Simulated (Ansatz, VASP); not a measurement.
This is a calculation of ZnS for Ansatz 0.2.0.

File input.yaml:

```yaml
crystal:
  lattice:
    - [0.0, 2.702, 2.702]
    - [2.702, 0.0, 2.702]
    - [2.702, 2.702, 0.0]
  atoms:
    - { symbol: Zn, position: [0.75, 0.75, 0.75] }
    - { symbol: S, position: [0.0, 0.0, 0.0] }
hamiltonian:
  xc: pbe
  pseudopotentials: { kind: paw }
kpoints:
  mp_grid: { grid: [9, 9, 9] }
scf:
  occupations: { method: gaussian, width: 0.011 }
output:
  forces: true
  stress: true
  eigenvalues: true
```

Potentials or basis: Ansatz PAW.

The run is started by

```bash
$ ansatz run input.yaml --threads 2 --pin off --max-ram 5632MiB --backend cpu --events-out ev --progress --plain --runs-dir out
```

Task: Set up the same calculation for VASP 6.6.1. Potentials there: VASP PAW PBE potentials, release 64 (Zn, S).

Result: As run (the cutoff follows the program's own potentials):

The input INCAR:

```
PREC = Accurate
ENCUT = 520
EDIFF = 1E-6
ISMEAR = 0
SIGMA = 0.011
LREAL = False
LASPH = True
NELM = 60
ALGO = Fast
ISIF = 2
LWAVE = False
LCHARG = False
GGA = PE
NBANDS = 16
```

KPOINTS

```
regular mesh
0
Gamma
  9 9 9
```

Contents of POSCAR:

```
ZnS
1.0
    0.0000000000      2.7020000000      2.7020000000
    2.7020000000      0.0000000000      2.7020000000
    2.7020000000      2.7020000000      0.0000000000
Zn S
1 1
Direct
    0.7500000000      0.7500000000      0.7500000000
    0.0000000000      0.0000000000      0.0000000000
```

Potentials or basis: VASP PAW PBE potentials, release 64 (Zn, S).

The run is started by

```sh
$ cat potpaw_PBE.64/Zn/POTCAR potpaw_PBE.64/S/POTCAR > POTCAR
$ mpirun -np 1 vasp_std > vasp.out
```

Both were run:

|  | VASP | Ansatz | Ansatz less VASP |
| --- | --- | --- | --- |
| gap on the k mesh at the Fermi level (eV) | 2.11 | 2.11 | -0.005 |
| least direct gap on the mesh (eV) | 2.11 | 2.11 | -0.005 |
| pressure (GPa) | 1.8 | 1.6 | -0.22 |

Caveats: odd divisions of the mesh miss points on the zone boundary, where band edges often lie, so the gap on the mesh can be too wide (Ansatz). Expect the measured gap to be larger: semilocal functionals such as PBE lack the derivative discontinuity.
